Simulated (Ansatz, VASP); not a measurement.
# Si13C14 (C_Si) in two plane-wave programs, part 3 of 3

Wanted: the spread between two codes on one cell, functional and k mesh. The cell is taken from a series of runs on this material, whose earlier steps may have relaxed, scaled, displaced or heated it; both programs get it as it stands.

VASP 6.6.1 and Ansatz 0.2.0.

So far. Step 5 (VASP: single point, PBEsol, pair 2): The run ends at a pressure of 2.95 GPa, with forces up to 0.38 eV/Å.

## 9. VASP: single point, PBEsol, pair 3

Level of this step: PBEsol, spin-polarised from a ferromagnetic start; plane waves and PAW (Si, C) (VASP).

The same cell, functional, mesh and smearing now go to VASP, with its own data sets.

Input file INCAR:

```
SYSTEM = Si13C14
PREC = Accurate
ENCUT = 520
EDIFF = 1E-06
NELM = 200
ISMEAR = -1
SIGMA = 0.01
LREAL = Auto
ALGO = Normal
GGA = PS
NELECT = 214
NBANDS = 144
ISPIN = 2
MAGMOM = 0 0 0 0 0.01 0.01 0 0.01 0 0 0 0 0 0.01 0 0 0 0 0 0 0 0 0 0 0 0 0.04 0.05 0.05 0.05 0.05 0.05 0.05 0.05 0.05 0.04 0.05 0.04 0.05 0.05 0.05 0.04 0.05 0 0.05 0.04 0.04 0.04 0.04 0.05 0.05 0.04 0.05 0.04
LORBIT = 11
LWAVE = .FALSE.
LCHARG = .FALSE.
ISIF = 2
ISYM = 0
NUPDOWN = 2
LASPH = .TRUE.
GGA_COMPAT = .FALSE.
KPAR = 4
```

Input file POSCAR:

```
Si13C14
1.0
    0.0000000000      6.5348422423      6.5348422423
    6.5348422423      0.0000000000      6.5348422423
    6.5348422423      6.5348422423      0.0000000000
Si C
26 28
Direct
    0.9986831346      0.9995372563      0.0005722185
    0.9986349352      0.9996050831      0.3333563796
    0.0033848924      0.9968067408      0.6659854164
    0.9986349352      0.3323214173      0.0006400453
    0.9989792909      0.3326708346      0.3337057968
    0.9989265598      0.3326098915      0.6668099982
    0.0033848924      0.6649504542      0.9978417030
    0.9989265598      0.6657750360      0.3336448538
    0.0032911750      0.6649620052      0.6659969674
    0.3320439120      0.9993578620      0.0003928242
    0.3312627566      0.9967899512      0.3381271110
    0.3312574751      0.9967054298      0.6659722655
    0.3312627566      0.3370921487      0.9978249134
    0.3320968328      0.3326081614      0.3336431236
    0.3312787268      0.3369894701      0.6659888769
    0.3312574751      0.6649373033      0.9977403920
    0.3312787268      0.6649539146      0.3380244324
    0.6656804740      0.9993741406      0.0004091029
    0.6658528022      0.9995396788      0.3334036254
    0.6656714372      0.9993666629      0.6667626128
    0.6658528022      0.3323686632      0.0005746410
    0.6659139164      0.3323234319      0.3333583942
    0.6631048504      0.3370938146      0.6659823154
    0.6656714372      0.6657276506      0.0004016251
    0.6631048504      0.6649473532      0.3381287769
    0.6630149016      0.6649435633      0.6659785255
    0.0823181411      0.0826347395      0.0836697018
    0.0821249568      0.0828504282      0.4168471855
    0.0821088037      0.0828468371      0.7505324378
    0.0821249568      0.4158122232      0.0838853904
    0.0823387523      0.4160211909      0.4170561531
    0.0821500426      0.4158415136      0.7505206740
    0.0821088037      0.7494974756      0.0838817994
    0.0821500426      0.7494857117      0.4168764759
    0.1083089281      0.7406639950      0.7416989572
    0.4155044856      0.0827294121      0.0837643744
    0.4158096353      0.0828472306      0.4168244103
    0.4155445343      0.0826778107      0.7502589078
    0.4158096353      0.4157894480      0.0838821928
    0.4158003104      0.4158375427      0.4168725049
    0.4069855688      0.4419967570      0.7416916723
    0.4155445343      0.7492239456      0.0837127729
    0.4069855688      0.7406567100      0.4430317192
    0.3321283671      0.6658950210      0.6669299832
    0.4070013498      0.7407087694      0.7417437315
    0.7489314712      0.0826145773      0.0836495396
    0.7489486815      0.0826374483      0.4170352617
    0.7490419959      0.0827278623      0.7502298314
    0.7489486815      0.4160002995      0.0836724106
    0.7491650672      0.4158111703      0.4168461325
    0.7491623828      0.4157894435      0.7505316632
    0.7490419959      0.7491948692      0.0837628245
    0.7491623828      0.7494967009      0.4168244057
    0.7489838129      0.7492314867      0.7502664489
```

Input file KPOINTS:

```
Points of the shifted mesh
8
Reciprocal
 0.2500000000  0.2500000000  0.2500000000 1
 0.2500000000  0.2500000000  0.7500000000 1
 0.2500000000  0.7500000000  0.2500000000 1
 0.2500000000  0.7500000000  0.7500000000 1
 0.7500000000  0.2500000000  0.2500000000 1
 0.7500000000  0.2500000000  0.7500000000 1
 0.7500000000  0.7500000000  0.2500000000 1
 0.7500000000  0.7500000000  0.7500000000 1
```

Potentials, in the order of the species: Si and C (PBE family, release 64).

Started as:

```bash
$ mpirun -np 8 vasp_std
```

Numbers of over 12 decimals in the logs are rounded to 6 here.

The program printed:

```text
[... set-up lines as in an earlier step ...]
 entering main loop
       N       E                     dE             d eps       ncg     rms          rms(c)
DAV:   1     0.608681297351E+03    0.60868E+03   -0.97376E+04  4608   0.134E+03
DAV:   2    -0.415808623995E+03   -0.10245E+04   -0.97442E+03  5712   0.236E+02
DAV:   3    -0.485864965776E+03   -0.70056E+02   -0.69056E+02  5536   0.588E+01
DAV:   4    -0.487458155742E+03   -0.15932E+01   -0.15864E+01  5616   0.964E+00
DAV:   5    -0.487499617016E+03   -0.41461E-01   -0.41391E-01  5584   0.151E+00BRMIX: very serious problems
 the old and the new charge density differ
 old charge density:   216.00000 new  214.00000
BRMIX: very serious problems
 the old and the new charge density differ
 old charge density:   216.00000 new  214.00000
BRMIX: very serious problems
 the old and the new charge density differ
 old charge density:   216.00000 new  214.00000
BRMIX: very serious problems
 the old and the new charge density differ
 old charge density:   216.00000 new  214.00000
    0.432E+01
DAV:   6    -0.447024609983E+03    0.40475E+02   -0.12946E+02  5320   0.214E+01    0.196E+01
DAV:   7    -0.445651393284E+03    0.13732E+01   -0.13584E+01  5776   0.754E+00    0.878E+00
DAV:   8    -0.445349003716E+03    0.30239E+00   -0.13038E+00  5440   0.274E+00    0.275E+00
DAV:   9    -0.445316126389E+03    0.32877E-01   -0.14449E-01  5776   0.123E+00    0.951E-01
[...]
DAV:  13    -0.445320052216E+03   -0.14721E-04   -0.29297E-04  5424   0.461E-02    0.444E-02
DAV:  14    -0.445320061130E+03   -0.89137E-05   -0.82503E-05  5408   0.220E-02    0.153E-02
DAV:  15    -0.445320061020E+03    0.11004E-06   -0.48112E-06  5104   0.622E-03
   1 F= -.44532006E+03 E0= -.44532005E+03  d E =-.135873E-04  mag=     2.0000
```

Parts of OUTCAR (step 9):

```text
  FREE ENERGIE OF THE ION-ELECTRON SYSTEM (eV)
  ---------------------------------------------------
  free  energy   TOTEN  =      -445.3200610196 eV

  energy  without entropy=     -445.3200474324  energy(sigma->0) =     -445.32005423

 magnetization (x)
# of ion       s       p       d       tot
------------------------------------------
    1       -0.001   0.003   0.000   0.002
    2       -0.001   0.003   0.000   0.003
    3       -0.001   0.004   0.000   0.003
    4       -0.001   0.003   0.000   0.003
    5       -0.001   0.006   0.000   0.005
    6       -0.001   0.006   0.000   0.005
    7       -0.001   0.004   0.000   0.003
    8       -0.001   0.006   0.000   0.005
    9       -0.001   0.004   0.000   0.003
   10       -0.001   0.003   0.000   0.003
   11       -0.001   0.004   0.000   0.003
   12       -0.001   0.003   0.000   0.002
   13       -0.001   0.004   0.000   0.003
[...]
--------------------------------------------------
tot          0.023   1.173   0.000   1.196
```

The run ends at a pressure of -9.91 GPa, with forces up to 0.34 eV/Å.

## 10. Differences

What differs besides the data sets and the points named for the pairs above, as far as they apply: VASP starts from the moments at which Ansatz ended; site moments are counted in spheres of each program's own size. Total energies have different zeros and are not compared.

Compared:

```tsv
quantity	Ansatz	VASP	difference
total moment, fixed by the input (μB)	2.00	2.00	0.00
moment on C32 (μB)	0.05	0.04	+0.01
moment on C40 (μB)	0.05	0.04	+0.01
```

Forces on 10 of the 54 atoms, those with the largest forces and the largest differences (eV/Å; atoms numbered as in POSCAR):

```tsv
atom	Ansatz x, y, z	VASP x, y, z
Si7	-0.011, -0.080, 0.013	-0.011, -0.083, 0.015
Si11	-0.080, 0.012, -0.010	-0.084, 0.012, -0.010
Si16	-0.011, -0.011, 0.079	-0.011, -0.012, 0.083
C28	0.007, -0.017, 0.007	0.006, -0.022, -0.004
C30	0.007, 0.006, -0.017	0.008, 0.002, -0.025
C35	-0.190, 0.196, 0.193	-0.183, 0.191, 0.192
C41	0.199, -0.193, 0.193	0.198, -0.189, 0.195
C43	0.195, 0.193, -0.192	0.197, 0.194, -0.191
C45	-0.194, -0.193, -0.194	-0.193, -0.192, -0.191
C53	-0.006, 0.006, 0.017	-0.002, 0.009, 0.027
```

The forces differ by 2.8 meV/Å r.m.s., which is 4.8 % of the r.m.s. force of 0.058 eV/Å (both taken over all components). The cell carries a charge of +2 e against a uniform background, so its pressure also hangs on how the neutralising background is counted, and in a defect's cell a gap may be the spacing between its levels.

## 11. Outcome

```
r.m.s. force difference (single point, PBEsol, pair 1) : 2.1 meV/Å
r.m.s. force difference (single point, PBEsol, pair 2) : 2.5 meV/Å
r.m.s. force difference (single point, PBEsol, pair 3) : 2.8 meV/Å
```

**Reading.** The r.m.s. force difference is 2.8 meV/Å (single point, PBEsol, pair 3), within the 12 meV/Å picked in this series as the mark of a large difference. 3 further runs of this series are not shown here. How closely two codes agree says nothing of how well the functional describes the real material.

[Lines on the potential files, build, host, timing and source positions are cut from VASP's logs without a mark.]

[Logs are printed without paths, hosts, clocks, repeated set-up lines and the standing remarks that a program may print on its own settings, such as how far it seeks lower states.]

[Hosts, paths, dates, database ids (printed as entryN), source tags and the programs' standing remarks are cut or masked in the printed files.]
